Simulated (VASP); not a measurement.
Wanted: the native input for a VASP 6.6.1 run.

```yaml
Task: single point
Functional: PBE
Potentials_or_basis: VASP PAW PBE potentials, release 64 (W_sv, S)
Cutoff: 520 eV
k_mesh: 9 × 9 × 9
Occupations: fermi-dirac, width 0.05 eV
Spin: no spin polarisation
Further_INCAR_settings: ALGO = Normal; EDIFF = 1e-07; NBANDS = 17
```

The structure of WS lies in POSCAR:

```
WS
1.0
    3.0078900000      0.0000000000      0.0000000000
    0.0000000000      3.0078900000      0.0000000000
    0.0000000000      0.0000000000      3.0078900000
W S
1 1
Direct
    0.4926220000      0.5020630000      0.4956990000
   -0.0093660000     -0.0100220000      0.0088710000
```

The cell was built by a generator and needn't be a form met in nature.

The cell isn't the ideal one: atoms moved at random, drawn with an rms of 0.05 Å.

The input as run:

INCAR

```
PREC = Accurate
ENCUT = 520
EDIFF = 1E-7
ISMEAR = -1
SIGMA = 0.05
LREAL = False
LASPH = True
NELM = 80
ALGO = Normal
ISIF = 2
LWAVE = False
LCHARG = False
GGA = PE
NBANDS = 17
```

KPOINTS

```
Automatic mesh
0
Gamma
  9 9 9
```

Potentials or basis: VASP PAW PBE potentials, release 64 (W_sv, S).

The run is started by

```console
$ cat potpaw_PBE.64/W_sv/POTCAR potpaw_PBE.64/S/POTCAR > POTCAR
$ mpirun -np 1 vasp_std > vasp.out
```

Results of the run:

```json
{"Pressure": "1.0 GPa", "Largest force": "0.201 eV/Å", "Band gap on the k mesh": "none (metal or under the smearing width)"}
```

Run time: 62 s on 1 thread of AMD EPYC 9R45 96-Core Processor (Zen 5), on a shared host, peak memory 0.24 GiB.
